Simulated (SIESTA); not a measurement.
## Li2Se: equation of state with PBE

Crystal: Li2Se.

```
Se Li
1.0
     0.00000    3.00250    3.00250
     3.00250    0.00000    3.00250
     3.00250    3.00250    0.00000
Se Li
1 2
Direct
  0.00000 0.00000 0.00000
  0.75000 0.75000 0.75000
  0.25000 0.25000 0.25000
```

```yaml
Program: SIESTA 5.4.2
Task: equation of state
Functional: PBE
Potentials_or_basis: PseudoDojo 0.4 standard (PBE files)
Basis: DZP (energy shift 0.003 Ry; two zetas on semicore shells)
Grid_cutoff: 800 Ry
Energy_shift: 0.003 Ry
k_mesh: 8 × 8 × 8
Occupations: fermi-dirac, width 0.05 eV
Spin: no spin polarisation
```

```
Equilibrium volume                      : 18.30 Å³/atom
Bulk modulus                            : 33 GPa
Pressure derivative of the bulk modulus : 3.5 (rough: it moves with the points fitted)
```

Energy against volume, from the lowest point:
| volume (Å³/atom) | energy (meV/atom) |
| --- | --- |
| 16.962 | 11.34 |
| 17.323 | 5.76 |
| 17.684 | 2.14 |
| 18.045 | 0.35 |
| 18.406 | 0.00 |
| 18.767 | 0.91 |
| 19.128 | 3.53 |

All runs of the series together: 5 min on 1 thread of Arm Neoverse V1, with other jobs on the host.

Caveat: the basis of atomic orbitals isn't converged, which shifts pressures, moduli and gaps. Zero-point motion and thermal expansion aren't in these numbers.
